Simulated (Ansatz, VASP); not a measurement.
Pb: VASP beside Ansatz

INCAR

```
SYSTEM = Pb
  PREC = Accurate
  ENCUT = 520
  EDIFF = 1E-6
  ISMEAR = -1
  SIGMA = 0.05
  LREAL = .FALSE.
  LASPH = .TRUE.
  NELM = 60
  ALGO = Normal
  ISIF = 2
  LWAVE = .FALSE.
  LCHARG = .FALSE.
  GGA = PE
  NBANDS = 21
```

File KPOINTS:

```
regular mesh
0
G
  12 12 7
  0 0 0
```

File POSCAR:

```
Pb
1.0
    3.4089603348      0.0000000000      0.0000000000
   -1.7044801674      2.9522462504      0.0000000000
    0.0000000000      0.0000000000      5.4758863477
Pb
2
Direct
    0.3333333333      0.6666666667      0.2500000000
    0.6666666667      0.3333333333      0.7500000000
```

Input for Ansatz:

```yaml
crystal:
  lattice:
    - [3.4089603348, 0.0, 0.0]
    - [-1.7044801674, 2.9522462504, 0.0]
    - [0.0, 0.0, 5.4758863477]
  atoms:
    - { symbol: Pb, position: [0.3333333333, 0.6666666667, 0.25] }
    - { symbol: Pb, position: [0.6666666667, 0.3333333333, 0.75] }
kpoints:
  mp_grid: { grid: [12, 12, 7] }
  band_path:
    path:
      - [0.0, 0.0, 0.0]
      - [0.5, 0.0, 0.0]
      - [0.3333333333, 0.3333333333, 0.0]
      - [0.0, 0.0, 0.0]
      - [0.0, 0.0, 0.5]
      - [0.5, 0.0, 0.5]
      - [0.3333333333, 0.3333333333, 0.5]
      - [0.0, 0.0, 0.5]
      - [0.5, 0.0, 0.5]
    npoints: 5
scf:
  occupations: { method: fermi_dirac, width: 0.05 }
hamiltonian:
  xc: pbe
  pseudopotentials: { kind: all_electron, lapw: { basis_error: 0.0005 } }
output:
  forces: true
  stress: true
  eigenvalues: true
```

Change from the starting cell: volume scaled by 0.94.

Alike in both runs: task single point; functional PBE; k mesh 12 × 12 × 7; occupations fermi-dirac, width 0.05 eV; no spin polarisation.

|  | VASP | Ansatz |
| --- | --- | --- |
| version | VASP 6.6.1 | Ansatz 0.2.0 |
| potentials or method | VASP PAW PBE potentials, release 64 (Pb_d) | all-electron LAPW, scalar-relativistic |
| plane-wave cutoff (eV) | 520 | see its input |

VASP gave:

- pressure (GPa): 8.0
- largest component of the traceless stress (GPa): 0.40

Question: What did Ansatz give for the same quantities?

Answer: Pressure (GPa): 8.1; largest component of the traceless stress (GPa): 0.43.

Ansatz ran all-electron here, so the differences hold the error of VASP's frozen core and of both bases.

The runs have no spin-orbit coupling, so splittings on Pb are missing.
